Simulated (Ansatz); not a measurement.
Crystal: HfN.

```
CELL_PARAMETERS angstrom
0.00000 2.25600 2.25600
2.25600 0.00000 2.25600
2.25600 2.25600 0.00000
ATOMIC_POSITIONS crystal
Hf 0.00000 0.00000 0.00000
N 0.50000 0.50000 0.50000
```

Base run:

```yaml
Program: Ansatz 0.2.0
Functional: r2SCAN
Potentials_or_basis: Ansatz PAW
Cutoff: "500 eV (not typed: the program's choice for these potentials)"
k_mesh: 10 × 10 × 10
Occupations: fermi-dirac, width 0.05 eV
Spin: no spin polarisation
Hubbard_terms: Hf d U = 4 eV
```

Its results: band gap on the k mesh none (metal or under the smearing width); pressure 8.5 GPa.

The run is repeated on the same cell with these changes: hubbard terms from Hf d U = 4 eV to none; hubbard projectors from ortho-atomic (the default) to none. What comes out?

Band gap on the k mesh none (metal or under the smearing width); pressure 2.6 GPa.

Caveats: spin-orbit coupling is left out, which moves the levels of the heavy elements; the PAW data sets come from PBE, with cores solved anew for the run's functional, which leaves a small shift of forces and pressure; U without spin polarisation on a metal has little footing (some runs).
